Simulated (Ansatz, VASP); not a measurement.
## Two plane-wave programs on SnSe2

The input INCAR:

```
  ALGO = Normal
  EDIFF = 1E-7
  ENCUT = 520
  GGA = PE
  ISIF = 2
  ISMEAR = 0
  LASPH = T
  LCHARG = T
  LELF = T
  LREAL = F
  LVHAR = T
  LWAVE = F
  NBANDS = 20
  NELM = 80
  PREC = Accurate
  SIGMA = 0.01
```

KPOINTS

```
k-points
0
Gamma
  12 12 6
```

File POSCAR:

```
SnSe2
1.0
    3.8110000000      0.0000000000      0.0000000000
   -1.9055000000      3.3004230000      0.0000000000
    0.0000000000      0.0000000000      6.1360000000
Sn Se
1 2
Direct
    0.0000000000      0.0000000000      0.0000000000
    0.3333333333      0.6666666667      0.2490000000
    0.6666666667      0.3333333333      0.7510000000
```

Input for Ansatz:

```yaml
crystal:
  lattice:
    - [3.811, 0.0, 0.0]
    - [-1.9055, 3.300423, 0.0]
    - [0.0, 0.0, 6.136]
  atoms:
    - { symbol: Sn, position: [0.0, 0.0, 0.0] }
    - { symbol: Se, position: [0.3333333333333333, 0.6666666666666666, 0.249] }
    - { symbol: Se, position: [0.6666666666666666, 0.3333333333333333, 0.751] }
kpoints:
  mp_grid:
    grid: [12, 12, 6]
hamiltonian:
  xc: pbe
scf:
  convergence:
    dr2_threshold: 1.0e-09
  occupations:
    method: fixed
output:
  eigenvalues: true
```

Alike in both runs: task single point; functional PBE; k mesh 12 × 12 × 6; no spin polarisation.

|  | VASP | Ansatz |
| --- | --- | --- |
| version | VASP 6.6.1 | Ansatz 0.2.0 |
| potentials or method | VASP PAW PBE potentials, release 64 (Sn_d, Se) | plane waves, PAW |
| plane-wave cutoff (eV) | 520 | 420 |
| occupations | gaussian, width 0.01 eV | fixed |
| valence electrons in the cell | 26 | 46 |

|  | VASP | Ansatz | Ansatz less VASP |
| --- | --- | --- | --- |
| gap on the k mesh at the Fermi level (eV) | 0.72 | 0.72 | +0.005 |

The two sets of potentials don't hold the same shells in valence.

Caveats: spin-orbit coupling is left out, which moves the levels of the heavy elements. A k mesh can miss the band edges.
